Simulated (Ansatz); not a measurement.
Computed with DFT PBE, scalar-relativistic, plane waves, PAW (Ansatz). Settings: cutoff 420 eV, Γ-centred meshes spaced at most about 0.3 Å⁻¹, and about 0.25 Å⁻¹ or finer for metals (2π included), Gaussian smearing. No spin polarisation.

Temperature and zero-point effects are left out.

Two relaxed structures of InGa2P3:

A.

```cif
data_structure
_symmetry_space_group_name_H-M 'P-3m1'
_symmetry_Int_Tables_number 164
_cell_length_a 3.7541
_cell_length_b 3.7541
_cell_length_c 9.0949
_cell_angle_alpha 90.000
_cell_angle_beta 90.000
_cell_angle_gamma 120.000
_cell_volume 111.01
loop_
_atom_site_label
_atom_site_type_symbol
_atom_site_symmetry_multiplicity
_atom_site_Wyckoff_symbol
_atom_site_fract_x
_atom_site_fract_y
_atom_site_fract_z
_atom_site_occupancy
In1 In 1 b 0.00000 0.00000 0.50000 1
Ga1 Ga 2 d 0.66667 0.33333 0.83959 1
P1 P 2 d 0.33333 0.66667 0.68700 1
P2 P 1 a 0.00000 0.00000 0.00000 1
```

B.

```cif
data_structure
_symmetry_space_group_name_H-M 'I-4m2'
_symmetry_Int_Tables_number 119
_cell_length_a 3.9885
_cell_length_b 3.9885
_cell_length_c 17.0692
_cell_angle_alpha 90.000
_cell_angle_beta 90.000
_cell_angle_gamma 90.000
_cell_volume 271.54
loop_
_atom_site_label
_atom_site_type_symbol
_atom_site_symmetry_multiplicity
_atom_site_Wyckoff_symbol
_atom_site_fract_x
_atom_site_fract_y
_atom_site_fract_z
_atom_site_occupancy
In1 In 2 a 0.00000 0.00000 0.00000 1
Ga1 Ga 4 e 0.50000 0.50000 0.17087 1
P1 P 4 f 0.00000 0.50000 0.40741 1
P2 P 2 d 0.50000 0.00000 0.25000 1
```

Question: Which is lower in energy, and by how much?

Answer: B is lower, by 0.35 eV/atom. A has In and Ga ordered on rock salt sites, space group P-3m1 (No. 164), 18.5 Å³/atom and no gap on its mesh; B has In and Ga ordered on zinc blende sites, space group I-4m2 (No. 119), 22.6 Å³/atom and a gap of 0.99 eV. Counting P atoms around Ga and In (those within 1.25 times the shortest such distance or 1.15 times the sum of covalent radii), A has In 6, Ga 6 and B has In 4, Ga 4. The lower one is the more open, so pressure narrows the difference. Both come from invented guesses.

Kohn–Sham gaps at this level usually fall short of measured ones. Cells relaxed within their symmetry can be saddle points.
